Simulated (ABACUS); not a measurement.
PtS2:

```xyz
3
Lattice="3.5432 0.0000 0.0000 -1.7716 3.0685 0.0000 0.0000 0.0000 5.0388" Properties=species:S:1:pos:R:3 pbc="T T T"
Pt    0.0095   -0.0200    0.0506
S     1.7774    1.0159    3.8884
S    -0.0024    2.0604    1.1809
```

The cell isn't the ideal one: atoms moved at random, drawn with an rms of 0.05 Å.

A run of ABACUS 3.10.1 on this cell left the log below. Logs are shortened: lines on timing, memory, paths and dates and some standing lists are left out, and cuts for length are marked.

```text
ABACUS v3.10.1

               Atomic-orbital Based Ab-initio Computation at UStc

 ------------------------------------------------------------------------------------

 READING GENERAL INFORMATION
                           global_out_dir = OUT.PtS2/
                           global_in_card = INPUT
                               pseudo_dir = ./
                              orbital_dir = ./
                                    DSIZE = 4
                                    GSIZE = 1

 READING UNITCELL INFORMATION
                                    ntype = 2
                  lattice constant (Bohr) = 1.88973
              lattice constant (Angstrom) = 1

 READING ATOM TYPE 1
                               atom label = Pt
                      L=0, number of zeta = 3
                      L=1, number of zeta = 2
                      L=2, number of zeta = 2
                      L=3, number of zeta = 1
             number of atom for this type = 1

 READING ATOM TYPE 2
                               atom label = S
                      L=0, number of zeta = 2
                      L=1, number of zeta = 2
                      L=2, number of zeta = 1
             number of atom for this type = 2

                        TOTAL ATOM NUMBER = 3
DIRECT COORDINATES
    atom                   x                   y                   z     mag                  vx                  vy                  vz
taud_Pt1            0.9994260000        0.9934900000        0.0100490000  0.0000        0.0000000000        0.0000000000        0.0000000000
taud_S1            0.6671830000        0.3310740000        0.7716870000  0.0000        0.0000000000        0.0000000000        0.0000000000
taud_S2            0.3350640000        0.6714820000        0.2343540000  0.0000        0.0000000000        0.0000000000        0.0000000000

                          Volume (Bohr^3) = 369.697
[... 245 lines left out ...]
----------------------------------------------------------
 E_KohnSham     -305.1303375568      -4151.5112234353
 E_Harris       -314.8926093039      -4284.3337446212
 E_Fermi        0.8776939918         11.9416393888
----------------------------------------------------------
[... 102 lines left out ...]
 Density error is 4.9517478345e-08
----------------------------------------------------------
     Energy           Rydberg                 eV
----------------------------------------------------------
 E_KohnSham     -305.3687506941      -4154.7550005806
 E_KS(sigma->0) -305.3687504332      -4154.7549970316
 E_Harris       -305.3687521775      -4154.7550207639
 E_band         -23.3361129309       -317.5041050312
 E_one_elec     -153.8783661021      -2093.6225779184
 E_Hartree      88.4346880411        1203.2156582119
 E_xc           -60.3089297505       -820.5450848889
 E_Ewald        -179.6161423609      -2443.8029888871
 E_entropy(-TS) -0.0000005217        -0.0000070981
 E_descf        0.0000000000         0.0000000000
 E_exx          0.0000000000         0.0000000000
 E_Fermi        0.8447204899         11.4930118803
----------------------------------------------------------

 charge density convergence is achieved
 final etot is -4154.7550006 eV
 EFERMI = 11.49301188 eV

 STATE ENERGY(eV) AND OCCUPATIONS    NSPIN == 1
 1/203 kpoint (Cartesian) = 0.0000 0.0000 0.0000 (1566 pws)
       1       -88.5695     0.00493827
       2       -42.7850     0.00493827
       3       -42.7619     0.00493827
       4       -42.5732     0.00493827
       5       -4.47459     0.00493827
       6       -1.31496     0.00493827
[... 104 lines left out ...]
       6       -1.41293     0.00987654
[... 11 lines left out ...]
      18        16.7603    1.75354e-48
      19        17.5027    6.23353e-55

[... levels at 197 further k points ...]

 correction force for each atom along direction 1 is 2.32995e-07
 correction force for each atom along direction 2 is -5.24509e-07
 correction force for each atom along direction 3 is 4.02916e-07
------------------------------------------------------------------------------------------
 TOTAL-FORCE (eV/Angstrom)
------------------------------------------------------------------------------------------
                       Pt1        -0.1870293539         0.5307779033        -0.7848726500
                        S1         0.0237164819        -0.1013952222        -0.9183244028
                        S2         0.1633128721        -0.4293826811         1.7031970528
------------------------------------------------------------------------------------------

----------------------------------------------------------------
 TOTAL-STRESS (KBAR)
----------------------------------------------------------------
       139.6301962087        -2.7667412490         4.2864062448
        -2.7667412490       126.1564687632        -9.8656480511
         4.2864062448        -9.8656480511       108.0625608443
----------------------------------------------------------------
 TOTAL-PRESSURE: 124.616409 KBAR

 --------------------------------------------
 !FINAL_ETOT_IS -4154.7550005806242552 eV
 --------------------------------------------
```

Task: Write the input and the command behind it.

Result: Single point with PBE, no spin polarisation. The files as run (others can give the same):

INPUT
```
INPUT_PARAMETERS
suffix              PtS2
calculation         scf
basis_type          lcao
pseudo_dir          ./
orbital_dir         ./
symmetry            1
dft_functional      pbe
ecutwfc             100
pseudo_rcut         10
nspin               1
nbands              19
ks_solver           genelpa
smearing_method     fd
smearing_sigma      0.00367493
scf_thr             1e-07
scf_nmax            100
mixing_type         broyden
mixing_beta         0.7
cal_force           1
cal_stress          1
out_mul             1
```

STRU
```
ATOMIC_SPECIES
Pt 195.0840 Pt.upf
S 32.0600 S.upf

NUMERICAL_ORBITAL
Pt_confined-atom_7au_3s2p2d1f.orb
S_confined-atom_7au_2s2p1d.orb

LATTICE_CONSTANT
1.8897261246

LATTICE_VECTORS
3.5432000000 0.0000000000 0.0000000000
-1.7716000000 3.0685012107 0.0000000000
0.0000000000 0.0000000000 5.0388000000

ATOMIC_POSITIONS
Direct

Pt
0.0
1
-0.0005740000 -0.0065100000 0.0100490000 1 1 1

S
0.0
2
0.6671830000 0.3310740000 0.7716870000 1 1 1
0.3350640000 0.6714820000 0.2343540000 1 1 1
```

KPT
```
K_POINTS
0
Gamma
9 9 5 0 0 0
```

Potentials or basis: PseudoDojo NC SR 0.4.1 PBE standard, DZP LCAO (the cutoffs set its grid).
Launch:
```bash
$ OMP_NUM_THREADS=1 mpirun -np 4 abacus > log
```

Caveat: the atomic orbitals were generated for these runs and aren't a published set; spin-orbit coupling is left out, which moves the levels of the heavy elements; an odd mesh through Γ misses points on the zone boundary, where band edges often lie; the basis of atomic orbitals isn't converged, which shifts pressures, moduli and gaps.
